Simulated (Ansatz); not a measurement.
**Co: which magnetic state does the SCF reach?**

How much does the result for Co depend on the starting moments? The same cell is run from several starts. The cell (2 atoms) is Co in its experimental structure (space group Fm-3m, primitive cell doubled). Source: COD entry 9012933; the sample's temperature and pressure aren't taken into account.

The COD cell was measured well above room temperature, so it is larger than a cold one.

Method: DFT r2SCAN, PAW, plane waves, scalar-relativistic, in Ansatz 0.2.0.

## 1. The structure to begin with

It takes space group Fm-3m (No. 225, cubic). Conventional cell: a = 3.583 Å, b = 3.583 Å, c = 3.583 Å, α = 90.00°, β = 90.00°, γ = 90.00°. Co (site symmetry m-3m) has 12 Co at 2.53 Å as nearest neighbours.

As a file:

```cif
data_structure
_symmetry_space_group_name_H-M 'Fm-3m'
_symmetry_Int_Tables_number 225
_cell_length_a 3.5835
_cell_length_b 3.5835
_cell_length_c 3.5835
_cell_angle_alpha 90.000
_cell_angle_beta 90.000
_cell_angle_gamma 90.000
_cell_volume 46.02
loop_
_atom_site_label
_atom_site_type_symbol
_atom_site_symmetry_multiplicity
_atom_site_Wyckoff_symbol
_atom_site_fract_x
_atom_site_fract_y
_atom_site_fract_z
_atom_site_occupancy
Co1 Co 4 a 0.00000 0.00000 0.00000 1
```

In tables a label like Co2 counts atoms in the order of input.yaml; a structure file may count by element.

The first starts: parallel moments, plain SCF; opposed moments +-, plain SCF; no spin polarisation; spin on, no moments given (the program may seed its own), plain SCF. What is tried next depends on their ends.

“Plain SCF” means no search for lower states. 

The total moment includes the space between the atomic spheres.

## 2. Parallel moments, plain SCF

input.yaml reads:

```yaml
crystal:
  lattice:
    - [-1.79175, -3.5835, -1.79175]
    - [-1.79175, 0.0, -1.79175]
    - [1.79175, 0.0, -1.79175]
  atoms:
    - { symbol: Co, position: [0.0, 0.0, 0.0], spin: 3.0 }
    - { symbol: Co, position: [0.5, 0.0, 0.5], spin: 3.0 }
magnetization:
  spin_polarized: true
hamiltonian:
  xc: r2scan
  pseudopotentials: { kind: paw }
basis:
  ecutwfc: 500
kpoints:
  mp_grid: { grid: [7, 12, 10] }
scf:
  occupations: { method: fermi_dirac, width: 0.05 }
  lower_state_search: "off"
output:
  forces: true
  stress: true
```

The program printed, cut to the lines that bear on the results:

```text
Warning: crystal.symmetry: narrowed to the stabiliser of the k-point mesh — unitary ops 32 → 8; excluded 24 operations that carry a point of the 7×12×10 mesh (shift [0, 0, 0]) off the mesh (the run samples exactly the mesh kpoints.mp_grid names, as under crystal.symmetry.detect: false, [...]
Pseudopotentials: kind: paw
Pseudopotential: Co, paw, valence charge 17, recommended cutoff 500 eV (meta_gga), Co.paw.azcp
Functional definition: r2SCAN
[...]
Crystal: 2 atoms, lattice volume = 23.009 Å³
Basis set: ecut = 500 eV, 585 PW (Γ), exchange–correlation on 144×80×80 points (64 copies of the dense FFT grid, shifted against one another)
Bands: 24, of which v1, the nominal top of the filled ones, is band 17 counted from 1 (16 counted from 0)
Symmetry: 8 space group operations
k-points: 258 of 840
[...]
Starting moments: Σ|m| = 6 μB on 2 of 2 sites
[...]
SCF iter   1: F=-10262.694345 eV  HF=-10262.323510 eV  |F-HF|=3.71e-1  |Δ(HF+E_count)|=         —  Δρ=8.40e-2 (↑8.40e-2 ↓5.07e-2)  dr2=2.88e-1  dr2_τ=3.39e-2  dr2_m=9.00e-1  M=4.219 μB ∫|m|=4.500 μB  β_m=1.01  ethr=8.51e-4  ⟨swp⟩=1.0  Hψ=67402  notcnv=0
[...]
spin-set hold released at iteration 1 (the charge has settled, or the pull on large starting moments outlasts its swing): the magnetisation degrees of freedom join the quasi-Newton model from the next iteration; the mixer history was flushed
[...]
SCF iter  15: F=-10263.067044 eV  HF=-10263.067044 eV  |F-HF|=3.54e-8  |Δ(HF+E_count)|=   5.01e-7  Δρ=1.16e-5 (↑5.14e-6 ↓1.16e-5)  dr2=6.57e-9  dr2_τ=4.01e-10  dr2_m=9.87e-9  M=3.703 μB ∫|m|=4.221 μB  ethr=6.75e-11  ⟨swp⟩=4.2  Hψ=40479  notcnv=0
[...]
this state was not tested for a lower state beside it, because the mixer in use, unlike msr1, does not test its closes by its own steps (another_mixer; see scf.mixing.algorithm and scf.lower_state_search)
SCF converged after 15 iterations
Magnetization: 3.7025 μB (18.8513 up, 15.1487 down)
Absolute magnetization: 4.2228 μB (∫|ρ↑−ρ↓|, with the PAW one-centre terms)
Spin contamination: 0.1222 ħ² per cell (⟨S²⟩ above its minimum at these occupations)
Per-site moments (μB) at R_I (Å): [(1.9661110127095605, 1.0452408245325722), (1.96611101270956, 1.0452408245325722)]
Free energy (F): -10263.067044 eV
[...]
E sigma→0 (E₀):  -10263.061843 eV
Entropy (-TS):   -0.010402 eV (-5.201 meV/atom)
Fermi energy:    17.754566 eV
[...]
--- Forces (eV/Å), atoms counted from 1 ---
  atom   1  Co     0.00000000     0.00000000    -0.00000000
  atom   2  Co    -0.00000000    -0.00000000    -0.00000000
[...]
--- Stress (GPa, compression-positive) ---
      -11.517950       0.036463      -0.270097
        0.036868     -11.054813       0.036868
       -0.270097       0.036463     -11.517950
  P = ⅓ Tr σ = -11.3636 GPa (-113.636 kbar)
```

Wall time 16 s (2 threads of an x86-64 CPU, shared host); peak memory 0.64 GiB.

End: ferromagnetic, site moments Co1 1.97, Co2 1.97 μB, total 3.70 μB per cell, no gap on the k-mesh.

## 3. Opposed moments +-, plain SCF

Changes to input.yaml since step 2:

```diff
@@ -7,3 +7,3 @@
     - { symbol: Co, position: [0.0, 0.0, 0.0], spin: 3.0 }
-    - { symbol: Co, position: [0.5, 0.0, 0.5], spin: 3.0 }
+    - { symbol: Co, position: [0.5, 0.0, 0.5], spin: -3.0 }
 magnetization:
```

The program printed, cut to the lines that bear on the results:

```text
Warning: crystal.symmetry: narrowed to the stabiliser of the k-point mesh — unitary ops 16 → 4; excluded 12 operations that carry a point of the 7×12×10 mesh (shift [0, 0, 0]) off the mesh (the run samples exactly the mesh kpoints.mp_grid names, as under crystal.symmetry.detect: false, [...]
[... 12 lines as in an earlier run ...]
Symmetry: 4 space group operations
[... 6 lines as in an earlier run ...]
Starting moments: Σ|m| = 6 μB on 2 of 2 sites
[... 2 lines as in an earlier run ...]
spin-down is spin-up translated by (0.5, 0, 0.5): one eigenproblem is solved per k-point and the antiferromagnetic symmetry of the starting moments is kept exactly by this SCF (crystal.symmetry.spin_inversion_symmetry: false solves both channels; [...]
SCF iter   1: F=-10261.796638 eV  HF=-10261.475927 eV  |F-HF|=3.21e-1  |Δ(HF+E_count)|=         —  Δρ=8.24e-2 (↑8.24e-2 ↓8.24e-2)  dr2=3.06e-1  dr2_τ=3.27e-2  dr2_m=1.29e0  M=0.000 μB ∫|m|=4.394 μB  β_m=0.30  ethr=9.03e-4  ⟨swp⟩=1.3  Hψ=34317  notcnv=0
[...]
[... 1 line as in an earlier run ...]
[...]
SCF iter  20: F=-10262.209654 eV  HF=-10262.209654 eV  |F-HF|=1.28e-7  |Δ(HF+E_count)|=   7.89e-7  Δρ=1.66e-5 (↑1.66e-5 ↓1.66e-5)  dr2=1.15e-8  dr2_τ=1.18e-9  dr2_m=4.08e-8  M=0.000 μB ∫|m|=3.737 μB  ethr=7.00e-11  ⟨swp⟩=4.0  Hψ=19688  notcnv=0
[...]
[... 1 line as in an earlier run ...]
SCF converged after 20 iterations
Magnetization: 0.0000 μB (17.0000 up, 17.0000 down)
Absolute magnetization: 3.7368 μB (∫|ρ↑−ρ↓|, with the PAW one-centre terms)
Spin contamination: 1.5934 ħ² per cell (⟨S²⟩ above its minimum at these occupations)
Per-site moments (μB) at R_I (Å): [(1.823822852556457, 1.0452408245325722), (-1.823822852556457, 1.0452408245325722)]
Free energy (F): -10262.209654 eV
[...]
E sigma→0 (E₀):  -10262.201589 eV
Entropy (-TS):   -0.016129 eV (-8.065 meV/atom)
Fermi energy:    17.590689 eV
[...]
--- Forces (eV/Å), atoms counted from 1 ---
  atom   1  Co    -0.00000000     0.00000000     0.00000000
  atom   2  Co    -0.00000000     0.00000000    -0.00000000
[...]
--- Stress (GPa, compression-positive) ---
      -16.132442      -0.008403      -0.048328
       -0.011140       5.639202      -0.011140
       -0.048328      -0.008403     -16.132442
  P = ⅓ Tr σ = -8.8752 GPa (-88.752 kbar)
```

Wall time 12 s (2 threads of an x86-64 CPU, shared host); peak memory 0.62 GiB.

End: antiferromagnetic (magnetic neighbours of Co1 with a moment over 0.3 of its own that point the other way: 8 of 12 at 2.53 Å, 0 of 6 at 3.58 Å), site moments Co1 1.82, Co2 -1.82 μB, total 0.00 μB per cell, no gap on the k-mesh. It lies 429 meV/atom above the lowest state so far (step 2).

## 4. No spin polarisation

Changes to input.yaml since step 3:

```diff
@@ -6,6 +6,4 @@
   atoms:
-    - { symbol: Co, position: [0.0, 0.0, 0.0], spin: 3.0 }
-    - { symbol: Co, position: [0.5, 0.0, 0.5], spin: -3.0 }
-magnetization:
-  spin_polarized: true
+    - { symbol: Co, position: [0.0, 0.0, 0.0] }
+    - { symbol: Co, position: [0.5, 0.0, 0.5] }
 hamiltonian:
```

The program printed, cut to the lines that bear on the results:

```text
[... 12 lines as in an earlier run ...]
Bands: 21, of which v1, the nominal top of the filled ones, is band 17 counted from 1 (16 counted from 0)
[... 6 lines as in an earlier run ...]
[...]
[... 2 lines as in an earlier run ...]
SCF iter   1: F=-10261.796822 eV  HF=-10261.721647 eV  |F-HF|=7.52e-2  |Δ(HF+E_count)|=         —  Δρ=1.18e-2  dr2=6.67e-3  dr2_τ=4.81e-2  ethr=1.77e-3  ⟨swp⟩=5.1  Hψ=21615  notcnv=0
[...]
SCF iter   9: F=-10261.801024 eV  HF=-10261.801024 eV  |F-HF|=2.01e-8  |Δ(HF+E_count)|=   6.83e-9  Δρ=1.43e-5  dr2=2.91e-8  dr2_τ=2.44e-10  ethr=2.51e-10  ⟨swp⟩=3.0  Hψ=18350  notcnv=0
[...]
SCF converged after 9 iterations
Free energy (F): -10261.801024 eV
[...]
E sigma→0 (E₀):  -10261.782410 eV
Entropy (-TS):   -0.037229 eV (-18.615 meV/atom)
Fermi energy:    17.018444 eV
[...]
--- Forces (eV/Å), atoms counted from 1 ---
  atom   1  Co    -0.00000000     0.00000000    -0.00000000
  atom   2  Co     0.00000000    -0.00000000    -0.00000000
[...]
--- Stress (GPa, compression-positive) ---
      -29.934971       0.069030       0.257290
        0.069031     -29.467405       0.069031
        0.257290       0.069030     -29.934971
  P = ⅓ Tr σ = -29.7791 GPa (-297.791 kbar)
```

It took 5.2 s on 2 threads of an x86-64 CPU, shared host; peak memory 0.53 GiB.

Result: non-magnetic (no spin polarisation), no gap on the k-mesh. It lies 633 meV/atom above the lowest state so far (step 2).

## 5. Spin on, no moments given (the program may seed its own), plain SCF

Changes to input.yaml since step 4:

```diff
@@ -21 +21,3 @@
   stress: true
+magnetization:
+  spin_polarized: true
```

The program printed, cut to the lines that bear on the results:

```text
[... 1 line as in an earlier run ...]
band count auto-derived: 24 (N_el = 34.0; filled up to band 17; 21 by the electrons, moments and atoms)
[... 21 lines as in an earlier run ...]
[...]
SCF iter   1: F=-10262.350060 eV  HF=-10259.641402 eV  |F-HF|=2.71e0  |Δ(HF+E_count)|=         —  Δρ=3.08e-1 (↑2.78e-1 ↓3.08e-1)  dr2=1.43e-1  dr2_τ=1.91e-1  dr2_m=1.81e1  M=4.151 μB ∫|m|=4.151 μB  ethr=4.91e-4  ⟨swp⟩=1.4  Hψ=33961  notcnv=0
[...]
SCF iter  11: F=-10263.067044 eV  HF=-10263.067044 eV  |F-HF|=9.22e-9  |Δ(HF+E_count)|=   5.59e-8  Δρ=1.01e-5 (↑1.01e-5 ↓7.80e-6)  dr2=1.29e-8  dr2_τ=6.32e-10  dr2_m=7.81e-9  M=3.702 μB ∫|m|=4.221 μB  ethr=2.94e-10  ⟨swp⟩=3.0  Hψ=47309  notcnv=0
[...]
SCF converged after 11 iterations
Magnetization: 3.7025 μB (18.8512 up, 15.1488 down)
Absolute magnetization: 4.2227 μB (∫|ρ↑−ρ↓|, with the PAW one-centre terms)
Spin contamination: 0.1222 ħ² per cell (⟨S²⟩ above its minimum at these occupations)
Per-site moments (μB) at R_I (Å): [(1.9660847397933991, 1.0452408245325722), (1.9660847397933983, 1.0452408245325722)]
Free energy (F): -10263.067044 eV
[...]
E sigma→0 (E₀):  -10263.061844 eV
Entropy (-TS):   -0.010401 eV (-5.200 meV/atom)
Fermi energy:    17.754512 eV
[... 26 lines left out: energy terms, forces, stress ...]
```

Wall time 12 s (2 threads of an x86-64 CPU, shared host); peak memory 0.64 GiB.

This is the state of step 2 again (ferromagnetic), after 11 iterations.

## 6. Parallel moments scaled by 0.03, plain SCF

Changes to input.yaml since step 5:

```diff
@@ -6,4 +6,6 @@
   atoms:
-    - { symbol: Co, position: [0.0, 0.0, 0.0] }
-    - { symbol: Co, position: [0.5, 0.0, 0.5] }
+    - { symbol: Co, position: [0.0, 0.0, 0.0], spin: 0.09 }
+    - { symbol: Co, position: [0.5, 0.0, 0.5], spin: 0.09 }
+magnetization:
+  spin_polarized: true
 hamiltonian:
@@ -21,3 +23 @@
   stress: true
-magnetization:
-  spin_polarized: true
```

The program printed, cut to the lines that bear on the results:

```text
[... 12 lines as in an earlier run ...]
Bands: 22, of which v1, the nominal top of the filled ones, is band 17 counted from 1 (16 counted from 0)
[... 7 lines as in an earlier run ...]
Starting moments: Σ|m| = 0.18 μB on 2 of 2 sites
[... 2 lines as in an earlier run ...]
[...]
SCF iter   1: F=-10261.695581 eV  HF=-10261.699375 eV  |F-HF|=3.79e-3  |Δ(HF+E_count)|=         —  Δρ=2.82e-2 (↑1.51e-2 ↓2.82e-2)  dr2=1.65e-1  dr2_τ=1.41e-2  dr2_m=1.42e-2  M=0.252 μB ∫|m|=0.258 μB  β_m=1.00  ethr=4.88e-4  ⟨swp⟩=1.0  Hψ=62139  notcnv=0
[...]
spin-set hold released at iteration 13 (site moments contracting): the magnetisation degrees of freedom join the quasi-Newton model from the next iteration; the mixer history was flushed
[...]
SCF iter  28: F=-10263.067044 eV  HF=-10263.067044 eV  |F-HF|=8.46e-8  |Δ(HF+E_count)|=   5.05e-7  Δρ=1.12e-5 (↑6.78e-6 ↓1.12e-5)  dr2=9.16e-9  dr2_τ=2.93e-10  dr2_m=5.74e-9  M=3.703 μB ∫|m|=4.221 μB  ethr=5.64e-11  ⟨swp⟩=4.3  Hψ=38280  notcnv=0
[...]
[... 1 line as in an earlier run ...]
SCF converged after 28 iterations
Magnetization: 3.7025 μB (18.8513 up, 15.1487 down)
Absolute magnetization: 4.2228 μB (∫|ρ↑−ρ↓|, with the PAW one-centre terms)
Spin contamination: 0.1222 ħ² per cell (⟨S²⟩ above its minimum at these occupations)
Per-site moments (μB) at R_I (Å): [(1.9660981960371258, 1.0452408245325722), (1.9660981960371258, 1.0452408245325722)]
Free energy (F): -10263.067044 eV
[...]
E sigma→0 (E₀):  -10263.061844 eV
Entropy (-TS):   -0.010400 eV (-5.200 meV/atom)
Fermi energy:    17.754534 eV
[... 26 lines left out: energy terms, forces, stress ...]
```

Run time: 25 s. Hardware: 2 threads of an x86-64 CPU, shared host; peak memory 0.62 GiB.

The run ends in the same state as step 2 (ferromagnetic); it took 28 iterations.

## 7. Moments ++ scaled by 0.4, plain SCF

Changes to input.yaml since step 6:

```diff
@@ -6,4 +6,4 @@
   atoms:
-    - { symbol: Co, position: [0.0, 0.0, 0.0], spin: 0.09 }
-    - { symbol: Co, position: [0.5, 0.0, 0.5], spin: 0.09 }
+    - { symbol: Co, position: [0.0, 0.0, 0.0], spin: 1.2 }
+    - { symbol: Co, position: [0.5, 0.0, 0.5], spin: 1.2 }
 magnetization:
```

The program printed, cut to the lines that bear on the results:

```text
[... 12 lines as in an earlier run ...]
Bands: 23, of which v1, the nominal top of the filled ones, is band 17 counted from 1 (16 counted from 0)
[... 7 lines as in an earlier run ...]
Starting moments: Σ|m| = 2.4 μB on 2 of 2 sites
[... 2 lines as in an earlier run ...]
[...]
SCF iter   1: F=-10262.604495 eV  HF=-10262.158466 eV  |F-HF|=4.46e-1  |Δ(HF+E_count)|=         —  Δρ=1.04e-1 (↑8.09e-2 ↓1.04e-1)  dr2=6.84e-2  dr2_τ=2.12e-2  dr2_m=1.80e0  M=3.167 μB ∫|m|=3.226 μB  β_m=1.00  ethr=2.02e-4  ⟨swp⟩=1.0  Hψ=64980  notcnv=0
[...]
spin-set hold released at iteration 8 (site moments contracting): the magnetisation degrees of freedom join the quasi-Newton model from the next iteration; the mixer history was flushed
[...]
SCF iter  20: F=-10263.067044 eV  HF=-10263.067044 eV  |F-HF|=5.50e-8  |Δ(HF+E_count)|=   3.07e-7  Δρ=5.42e-6 (↑4.05e-6 ↓5.42e-6)  dr2=3.04e-9  dr2_τ=1.50e-10  dr2_m=4.36e-10  M=3.702 μB ∫|m|=4.221 μB  ethr=3.12e-11  ⟨swp⟩=3.9  Hψ=33751  notcnv=0
[...]
[... 1 line as in an earlier run ...]
SCF converged after 20 iterations
Magnetization: 3.7024 μB (18.8512 up, 15.1488 down)
Absolute magnetization: 4.2226 μB (∫|ρ↑−ρ↓|, with the PAW one-centre terms)
Spin contamination: 0.1221 ħ² per cell (⟨S²⟩ above its minimum at these occupations)
Per-site moments (μB) at R_I (Å): [(1.9660247085317566, 1.0452408245325722), (1.9660247085317564, 1.0452408245325722)]
Free energy (F): -10263.067044 eV
[...]
E sigma→0 (E₀):  -10263.061844 eV
Entropy (-TS):   -0.010400 eV (-5.200 meV/atom)
Fermi energy:    17.754425 eV
[... 26 lines left out: energy terms, forces, stress ...]
```

It took 19 s on 2 threads of an x86-64 CPU, shared host; peak memory 0.62 GiB.

Nothing new: the 20 iterations lead to the state found in step 2 (ferromagnetic).

## 8. A moment on one site alone, plain SCF

Changes to input.yaml since step 7:

```diff
@@ -6,4 +6,4 @@
   atoms:
-    - { symbol: Co, position: [0.0, 0.0, 0.0], spin: 1.2 }
-    - { symbol: Co, position: [0.5, 0.0, 0.5], spin: 1.2 }
+    - { symbol: Co, position: [0.0, 0.0, 0.0] }
+    - { symbol: Co, position: [0.5, 0.0, 0.5], spin: 3.0 }
 magnetization:
```

The program printed, cut to the lines that bear on the results:

```text
[... 20 lines as in an earlier run ...]
Starting moments: Σ|m| = 3 μB on 1 of 2 sites
[... 2 lines as in an earlier run ...]
SCF iter   1: F=-10251.238740 eV  HF=-10262.531134 eV  |F-HF|=1.13e1  |Δ(HF+E_count)|=         —  Δρ=1.48e-1 (↑1.48e-1 ↓1.23e-1)  dr2=1.30e1  dr2_τ=5.27e-2  dr2_m=7.46e-1  M=3.311 μB ∫|m|=3.449 μB  β_m=0.30  ethr=3.10e-3  ⟨swp⟩=5.4  Hψ=46953  notcnv=0
[...]
spin-set hold released at iteration 6 (the charge has settled, or the pull on large starting moments outlasts its swing): the magnetisation degrees of freedom join the quasi-Newton model from the next iteration; the mixer history was flushed
[...]
SCF iter  24: F=-10263.067044 eV  HF=-10263.067044 eV  |F-HF|=7.06e-9  |Δ(HF+E_count)|=   1.11e-7  Δρ=3.16e-6 (↑1.72e-6 ↓3.16e-6)  dr2=1.18e-9  dr2_τ=2.71e-11  dr2_m=3.56e-10  M=3.702 μB ∫|m|=4.221 μB  ethr=4.87e-11  ⟨swp⟩=4.0  Hψ=35307  notcnv=0
[...]
[... 1 line as in an earlier run ...]
SCF converged after 24 iterations
Magnetization: 3.7025 μB (18.8512 up, 15.1488 down)
Absolute magnetization: 4.2227 μB (∫|ρ↑−ρ↓|, with the PAW one-centre terms)
Spin contamination: 0.1222 ħ² per cell (⟨S²⟩ above its minimum at these occupations)
Per-site moments (μB) at R_I (Å): [(1.9660627285568706, 1.0452408245325722), (1.966089519585042, 1.0452408245325722)]
Free energy (F): -10263.067044 eV
[...]
E sigma→0 (E₀):  -10263.061843 eV
Entropy (-TS):   -0.010402 eV (-5.201 meV/atom)
Fermi energy:    17.754483 eV
[... 26 lines left out: energy terms, forces, stress ...]
```

Run time: 23 s. Hardware: 2 threads of an x86-64 CPU, shared host; peak memory 0.63 GiB.

The run ends in the same state as step 2 (ferromagnetic); it took 24 iterations.

## 9. Comparing the starts

```csv
step,iterations,state,moments of Co1 Co2 (μB),total (μB),gap (eV),pressure (GPa),above lowest (meV/atom)
2,15,1,1.97 1.97,3.70,none,-11.4,0.0
3,20,2,1.82 -1.82,0.00,none,-8.9,429
4,9,3,0.00 0.00,0.00,none,-29.8,633
5,11,1,1.97 1.97,3.70,none,-11.4,0.0
6,28,1,1.97 1.97,3.70,none,-11.4,0.0
7,20,1,1.97 1.97,3.70,none,-11.4,0.0
8,24,1,1.97 1.97,3.70,none,-11.4,0.0
```

States are numbered from the lowest. Starts by step: 2 parallel moments, plain SCF; 3 opposed moments +-, plain SCF; 4 no spin polarisation; 5 spin on, no moments given (the program may seed its own), plain SCF; 6 parallel moments scaled by 0.03, plain SCF; 7 moments ++ scaled by 0.4, plain SCF; 8 a moment on one site alone, plain SCF.

The 7 runs of this session took 1.9 min in all, from 5.2 s to 25 s each.

Decimal logarithm of the largest residual (eV) by iteration, counted through all cycles of a run:

```csv
iteration,step 2,step 3,step 4,step 5,step 6,step 7,step 8
1,0.0,0.1,-1.3,1.3,-0.8,0.3,1.1
2,-1.6,-0.1,-1.9,-0.8,-1.9,-0.8,1.7
3,-2.1,-0.5,-1.6,-1.2,-1.9,-1.4,0.0
4,-2.3,-1.9,-2.3,-1.1,-1.7,-1.8,0.2
5,-2.5,-2.3,-3.7,-2.2,-1.5,-2.1,0.3
6,-2.6,-2.9,-3.9,-2.4,-1.2,-2.3,0.1
8,-3.5,-3.8,-7.1,-3.2,-0.7,-2.5,0.7
11,-5.3,-5.0,-,-7.9,-0.5,-3.2,-1.1
13,-6.9,-6.2,-,-,-1.4,-3.9,-3.4
16,-,-6.7,-,-,-2.5,-5.0,-4.0
18,-,-7.0,-,-,-3.1,-6.2,-4.5
21,-,-,-,-,-4.1,-,-7.3
23,-,-,-,-,-4.7,-,-7.8
26,-,-,-,-,-6.6,-,-
28,-,-,-,-,-8.0,-,-
```

## 10. Results

| quantity | value |
| --- | --- |
| distinct states | 3 from 7 converged runs |
| lowest state from plain starts | ferromagnetic |
| its moments | Co1 1.97, Co2 1.97 μB |
| total moment | 3.70 μB per cell |
| gap on the k-mesh | none |
| pressure | -11.4 GPa |
| largest force | 0.000 eV/Å |
| next state | antiferromagnetic, 429 meV/atom higher |
| highest state | non-magnetic (no spin polarisation), 633 meV/atom higher |

What this shows: 7 runs converged, to 3 different states. Switching spin polarisation off costs 633 meV/atom in free energy, smearing entropy included. The best antiferromagnetic state lies 429 meV/atom above the best ferromagnetic one. These are lowest states among those tried, not proven ground states. The mesh has less symmetry than the lattice, which lowers the symmetry of the run.
